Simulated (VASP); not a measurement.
# AlP (F-43m) in VASP: a series of runs

One crystal, AlP, is run at these levels: PBE; tasks: G0W0 quasiparticle levels, evGW0 quasiparticle levels.

Program: VASP 6.6.1. These are calculated values, not measurements. Logs are shortened: lines on timing, memory, paths and dates and some standing lists are left out, and cuts for length are marked.

## (1) The structure

Symmetry: F-43m, No. 216, cubic system. Conventional cell: a = 5.471 Å, b = 5.471 Å, c = 5.471 Å, α = 90.00°, β = 90.00°, γ = 90.00°. Around Al (site symmetry -43m) lie 4 P at 2.37 Å. P (site symmetry -43m) is surrounded by 4 Al at 2.37 Å.

## (2) G0W0 quasiparticle levels, PBE

Contents of POSCAR:

```
AlP                                     
1.0
    0.0000000000      2.7357031041      2.7357031041
    2.7357031041      0.0000000000      2.7357031041
    2.7357031041      2.7357031041      0.0000000000
  Al              P             
     1     1
Direct
     0.0000000000000000    0.0000000000000000    0.0000000000000000
     0.2500000000000000    0.2500000000000000    0.2500000000000000
```

Contents of INCAR.step1:

```
SYSTEM = AlP
ALGO = Fast
EDIFF = 1E-8
ENCUT = 500
GGA = PE
ISMEAR = 0
KPAR = 4
LASPH = .TRUE.
LCHARG = .FALSE.
LREAL = .FALSE.
LWAVE = .TRUE.
NELM = 80
PREC = Accurate
SIGMA = 0.01
```

Contents of INCAR.step2:

```
SYSTEM = AlP
ALGO = Exact
EDIFF = 1E-8
ENCUT = 500
GGA = PE
ISMEAR = 0
ISTART = 1
KPAR = 4
LASPH = .TRUE.
LCHARG = .FALSE.
LOPTICS = .TRUE.
LREAL = .FALSE.
LWAVE = .TRUE.
NBANDS = 155
NELM = 1
PREC = Accurate
SIGMA = 0.01
```

Contents of INCAR.step3:

```
SYSTEM = AlP
ALGO = EVGW0
EDIFF = 1E-8
ENCUT = 500
ENCUTGW = 150
GGA = PE
ISMEAR = 0
ISTART = 1
KPAR = 4
LASPH = .TRUE.
LCHARG = .FALSE.
LREAL = .FALSE.
LWAVE = .FALSE.
NBANDS = 155
NBANDSGW = 12
NELMGW = 1
NOMEGA = 48
PREC = Accurate
PRECFOCK = Fast
SIGMA = 0.01
```

Contents of KPOINTS:

```
k-points
0
G
  4 4 4
  0 0 0
```

Potentials or basis: VASP PAW PBE potentials, release 64 (Al_GW, P_GW).

The run is started by

```
> cat potpaw_PBE.64/Al_GW/POTCAR potpaw_PBE.64/P_GW/POTCAR > POTCAR
> cp INCAR.step1 INCAR
> mpirun -np 4 vasp_std > vasp.out
> cp INCAR.step2 INCAR
> mpirun -np 4 vasp_std > vasp.out
> cp INCAR.step3 INCAR
> mpirun -np 4 vasp_std > vasp.out
```

OUTCAR:

```text
SYSTEM = AlP
   EDIFF = 1E-8
   ENCUT = 500
   ENCUTGW = 150
   GGA = PE
   ISMEAR = 0
   ISTART = 1
   LASPH = .TRUE.
   LREAL = .FALSE.
   NELMGW = 1
   PREC = Accurate
   PRECFOCK = Fast

 ion  position               nearest neighbor table
   1  0.000  0.000  0.000-   2 2.37   2 2.37   2 2.37   2 2.37
   2  0.250  0.250  0.250-   1 2.37   1 2.37   1 2.37   1 2.37

  LATTYP: Found a face centered cubic cell.
 ALAT       =     5.4714062082

  Lattice vectors:

 A1 = (   0.0000000000,   2.7357031041,   2.7357031041)
 A2 = (   2.7357031041,   0.0000000000,   2.7357031041)
 A3 = (   2.7357031041,   2.7357031041,   0.0000000000)

Analysis of symmetry for initial positions (statically):
=====================================================================
 Subroutine PRICEL returns:
 Original cell was already a primitive cell.

 Routine SETGRP: Setting up the symmetry group for a
 face centered cubic supercell.

 Subroutine GETGRP returns: Found 24 space group operations
 (whereof 24 operations were pure point group operations)
 out of a pool of 48 trial point group operations.

The static configuration has the point symmetry T_d .

Analysis of symmetry for dynamics (positions and initial velocities):
=====================================================================
 Subroutine PRICEL returns:
 Original cell was already a primitive cell.

 Routine SETGRP: Setting up the symmetry group for a
 face centered cubic supercell.

 Subroutine GETGRP returns: Found 24 space group operations
 (whereof 24 operations were pure point group operations)
 out of a pool of 48 trial point group operations.

The dynamic configuration has the point symmetry T_d .

 Subroutine INISYM returns: Found 24 space group operations
 (whereof 24 operations are pure point group operations),
 and found     1 'primitive' translations

----------------------------------------------------------------------------------------

                                     Primitive cell

  volume of cell :      40.9484

  direct lattice vectors                    reciprocal lattice vectors
     0.000000000  2.735703104  2.735703104    -0.182768371  0.182768371  0.182768371
     2.735703104  0.000000000  2.735703104     0.182768371 -0.182768371  0.182768371
     2.735703104  2.735703104  0.000000000     0.182768371  0.182768371 -0.182768371

  length of vectors
     3.868868432  3.868868432  3.868868432     0.316564105  0.316564105  0.316564105

  position of ions in fractional coordinates (direct lattice)
     0.000000000  0.000000000  0.000000000
     0.250000000  0.250000000  0.250000000

  ion indices of the primitive-cell ions
   primitive index   ion index
                 1           1
                 2           2

----------------------------------------------------------------------------------------

 KPOINTS: k-points

Automatic generation of k-mesh.
 Grid dimensions read from file:
 generate k-points for:    4    4    4

 Generating k-lattice:

  Cartesian coordinates                     Fractional coordinates (reciprocal lattice)
    -0.045692093  0.045692093  0.045692093     0.250000000  0.000000000  0.000000000
     0.045692093 -0.045692093  0.045692093     0.000000000  0.250000000  0.000000000
     0.045692093  0.045692093 -0.045692093     0.000000000  0.000000000  0.250000000

  Length of vectors
     0.079141026  0.079141026  0.079141026

  Shift w.r.t. Gamma in fractional coordinates (k-lattice)
     0.000000000  0.000000000  0.000000000

 Subroutine IBZKPT returns following result:
 ===========================================

 Found      8 irreducible k-points:

 Following reciprocal coordinates:
            Coordinates               Weight
  0.000000  0.000000  0.000000      1.000000
  0.250000  0.000000  0.000000      8.000000
  0.500000  0.000000  0.000000      4.000000
  0.250000  0.250000  0.000000      6.000000
  0.500000  0.250000  0.000000     24.000000
 -0.250000  0.250000  0.000000     12.000000
  0.500000  0.500000  0.000000      3.000000
 -0.250000  0.500000  0.250000      6.000000
   k-points           NKPTS =      8   k-points in BZ     NKDIM =     64   number of bands    NBANDS=    155
   number of dos      NEDOS =    301   number of ions     NIONS =      2
   total plane-waves  NPLWV =  21952
   dimension x,y,z NGX =    28 NGY =   28 NGZ =   28
   dimension x,y,z NGXF=    56 NGYF=   56 NGZF=   56
   ions per type =               1   1
   NGX,Y,Z   is equivalent  to a cutoff of  12.03, 12.03, 12.03 a.u.
   NGXF,Y,Z  is equivalent  to a cutoff of  24.06, 24.06, 24.06 a.u.
 SYSTEM =  AlP
   PREC   = accura    normal or accurate (medium, high low for compatibility)
   ISTART =      1    job   : 0-new  1-cont  2-samecut
   ICHARG =      0    charge: 1-file 2-atom 10-const
   ISPIN  =      1    spin polarized calculation?
   LNONCOLLINEAR =      F non collinear calculations
   LSORBIT =      F    spin-orbit coupling
   LASPH  =      T    aspherical Exc in radial PAW
   ENCUT  =  500.0 eV  36.75 Ry    6.06 a.u.   7.05  7.05  7.05*2*pi/ulx,y,z
   NELM   =     60;   NELMIN=  2; NELMDL=  0     # of ELM steps
   EDIFF  = 0.1E-07   stopping-criterion for ELM
   LREAL  =      F    real-space projection
   EDIFFG = 0.1E-06   stopping-criterion for IOM
   NSW    =      0    number of steps for IOM
   IBRION =     -1    ionic relax: 0-MD 1-quasi-New 2-CG
   NFREE  =      0    steps in history (QN), initial steepest desc. (CG)
   ISIF   =      0    stress and relaxation
   ISYM   =      3    0-nonsym 1-usesym 2-fastsym
   POTIM  = 0.5000    time-step for ionic-motion
   TEBEG  =    0.0;   TEEND  =   0.0 temperature during run
   PSTRESS=    0.0 pullay stress
   NELECT =       8.0000    total number of electrons
   NUPDOWN=      -1.0000    fix difference up-down
   EMIN   =  10.00;   EMAX   =-10.00  energy-range for DOS
   EFERMI =   0.00;   METHOD = LEGACY
   ISMEAR =     0;   SIGMA  =   0.01  broadening in eV -4-tet -1-fermi 0-gaus
   EFERMI_NEDOS =   21; number of points for ismear=-14 and -15
   IALGO  =     38    algorithm
   IMIX   =      4    mixing-type and parameters
     AMIX     =   0.40;   BMIX     =  1.00
     AMIX_MAG =   1.60;   BMIX_MAG =  1.00
  volume/ion in A,a.u.               =      20.47       138.17
  Fermi-wavevector in a.u.,A,eV,Ry     =   0.949932  1.795111 12.277501  0.902371
  Thomas-Fermi vector in A             =   2.078261
   LORBIT       =      0    0 simple, 1 ext, 2 COOP (PROOUT), +10 PAW based schemes
   GGA     = PE    functional components
   LHFCALC =     T    Hartree Fock is set to
   PRECFOCK=fast      Normal, Fast or Accurate (Low or Medium for compatibility)
   ENCUT4O =  -1.0   cutoff for four orbital integrals eV
   NKREDX  =     1    reduce k-point grid by
   NKREDY  =     1    reduce k-point grid by
   NKREDZ  =     1    reduce k-point grid by
   AEXX    =    1.0000 exact exchange contribution
   HFSCREEN=    0.0000 screening length (either q_TF or 0.3 A-1)
   HFSCREENC=   0.0000 screening length for correlation (either q_TF or 0.3 A-1)
   ENCUTFOCK=  -1.0 apply spherical cutoff to Coloumb kernel
   IVDW    =     0    specifies the selected vdW correction
   LEPSILON=     F    determine dielectric tensor
   LRPA    =     F    only Hartree local field effects (RPA)
   LRPAFORCE           =     F    calculate RPA forces
   ENCUTGW             = 150.0    cutoff for response function in eV
   ENCUTGWSOFT         = 120.0    soft cutoff for Coulomb kernel in GW response function in eV
   ENCUTLF             =  -1.0    cutoff for local field effects
   NELMGW              =     1    number of iterations in solving QP/BSE equation
   NELMHF              =     1    number of iterations in the inner HF iteration
   NKREDLFX            =     1    NKREDLFY  =   1   NKREDLFZ  =   1
 non-spin polarized calculation
 Gauss-broadening in eV      SIGMA  =   0.01
  energy-cutoff  :      500.00
  volume of cell :       40.95
 maximum number of plane-waves:      1056
  NGX = 16; NGY = 16; NGZ = 16
   NGX = 15   NGY = 15   NGZ = 15
 maximum number of plane-waves:       176

 QP shifts <psi_nk| G(iteration)W_0 |psi_nk>: iteration 1
 for sc-GW calculations column KS-energies equals QP-energies in previous step
 and V_xc(KS)=  KS-energies - (<T + V_ion + V_H > + <T+V_H+V_ion>^1  + <V_x>^1)

 k-point   1 :       0.0000    0.0000    0.0000
  band No.  KS-energies  QP-energies   sigma(KS)   V_xc(KS)     V^pw_x(r,r')   Z            occupation Imag(sigma)

      1      -7.6267      -8.2685     -12.0265     -11.0648     -18.3893       0.6674       2.0000       1.2755
      2       3.8503       3.1527     -12.8691     -11.9506     -14.1422       0.7596       2.0000       0.0677
      3       3.8503       3.1527     -12.8691     -11.9506     -14.1422       0.7596       2.0000       0.0677
      4       3.8503       3.1527     -12.8691     -11.9506     -14.1422       0.7596       2.0000       0.0677
      5       7.0905       7.3521      -9.7905     -10.1308      -5.4728       0.7687       0.0000      -0.0854
      6       8.3756       8.6809      -9.2287      -9.6316      -4.8225       0.7579       0.0000      -0.0930
      7       8.3756       8.6809      -9.2287      -9.6316      -4.8225       0.7579       0.0000      -0.0930
      8       8.3756       8.6809      -9.2287      -9.6316      -4.8225       0.7579       0.0000      -0.0930
      9      12.6340      12.9945      -9.4241      -9.9081      -4.1433       0.7449       0.0000      -0.1983
     10      12.6340      12.9945      -9.4241      -9.9081      -4.1433       0.7449       0.0000      -0.1983
     11      14.0816      14.0397      -7.8027      -7.7469      -2.2637       0.7512       0.0000      -0.3522
     12      16.0678      16.0281      -8.0506      -7.9978      -2.0842       0.7527       0.0000      -0.6040

 k-point   2 :       0.2500    0.0000    0.0000
  band No.  KS-energies  QP-energies   sigma(KS)   V_xc(KS)     V^pw_x(r,r')   Z            occupation Imag(sigma)
[... 97 lines left out ...]
      1      -5.2470      -5.7958     -12.9753     -12.1832     -18.5448       0.6928       2.0000       0.8617
      2      -1.0715      -1.8109     -11.4927     -10.4410     -14.6056       0.7031       2.0000       0.2100
      3       0.6914      -0.1084     -11.4669     -10.3714     -13.6842       0.7301       2.0000       0.1142
      4       1.0435       0.2777     -11.3034     -10.2653     -13.2823       0.7376       2.0000       0.0986
      5       8.1600       8.2604      -9.3174      -9.4489      -5.0774       0.7629       0.0000      -0.0908
      6       9.7438      10.1258     -10.0844     -10.5976      -5.2170       0.7443       0.0000      -0.1274
      7       9.9714      10.1533      -9.0869      -9.3274      -4.4616       0.7562       0.0000      -0.1174
      8      10.1835      10.4087      -8.9383      -9.2399      -3.8848       0.7468       0.0000      -0.1589
      9      15.0672      15.2311      -9.7662      -9.9927      -3.3692       0.7240       0.0000      -0.5122
     10      15.6987      16.1106     -10.5774     -11.1397      -4.2885       0.7327       0.0000      -0.5058
     11      17.1034      17.2334      -9.6004      -9.7753      -3.1752       0.7437       0.0000      -0.6891
     12      17.9576      18.3212     -10.2138     -10.7101      -3.6381       0.7325       0.0000      -0.7202
```

It took 25 s on 4 MPI ranks of Intel Xeon 6975P-C (Granite Rapids), shared host; peak memory 0.35 GiB.

Results:

```yaml
Band_gap_on_the_k_mesh_mean-field_level: 1.57 eV, indirect (least direct gap 3.24 eV)
Quasiparticle_gap: 2.32 eV
Least_direct_quasiparticle_gap: 4.20 eV
```

Caveat: the k mesh is coarse (spacing up to 0.50 Å⁻¹), so the values aren't converged; bands, screening cutoff and mesh are small and nothing is extrapolated, so the quasiparticle values aren't converged. A k mesh can miss the band edges.

[end of part 1 of 2]
